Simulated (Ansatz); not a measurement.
A (001) slab of TiAl3 (I4/mmm (No. 139)), 6 planes, outer planes TiAl (top) and Al (bottom), with 12 atoms (Ti3Al9) in a surface cell of A = 14.623 Å², as cut from the bulk:

```
CELL_PARAMETERS angstrom
3.82400 0.00000 0.00000
0.00000 3.82400 0.00000
0.00000 0.00000 25.70479
ATOMIC_POSITIONS crystal
Al 0.50000 0.00000 0.29177
Al 0.00000 0.50000 0.29177
Ti 0.50000 0.50000 0.37506
Al 0.00000 0.00000 0.37506
Al 0.00000 0.50000 0.45835
Al 0.50000 0.00000 0.45835
Ti 0.00000 0.00000 0.54165
Al 0.50000 0.50000 0.54165
Al 0.50000 0.00000 0.62494
Al 0.00000 0.50000 0.62494
Ti 0.50000 0.50000 0.70823
Al 0.00000 0.00000 0.70823
```

Method: Ansatz, DFT r2SCAN, scalar-relativistic, plane waves, PAW. Settings: cutoff 500 eV, Γ-centred mesh 9×9×1 on the computed 12-atom cell, Gaussian smearing of 0.10 eV; no spin polarisation. A dipole correction removes the field between periodic images along c.

Against the same 12 atoms in the bulk, the slab as cut lies 3.647 eV higher and the relaxed slab 3.557 eV higher.

(1) Work out the surface energy before and after relaxation.

(2) What is the ideal work of this cut, per area?

Answers

(1) The slab has two faces, so γ = (E_slab − N·E_bulk)/(2A), the mean of both. As cut: 3.647/(2 × 14.623) = 0.1247 eV/Å², and 1 eV/Å² = 16.02 J/m², so γ = 2.00 J/m². Relaxed: 3.557/(2 × 14.623) = 0.1216 eV/Å² = 1.95 J/m². Relaxation recovers 2 % of the cost of cutting.

(2) Griffith's ideal work is 2γ: 4.00 J/m² if the new faces stay rigid, 3.90 J/m² if they relax. One thickness was run, 6 planes, so γ can still shift with it.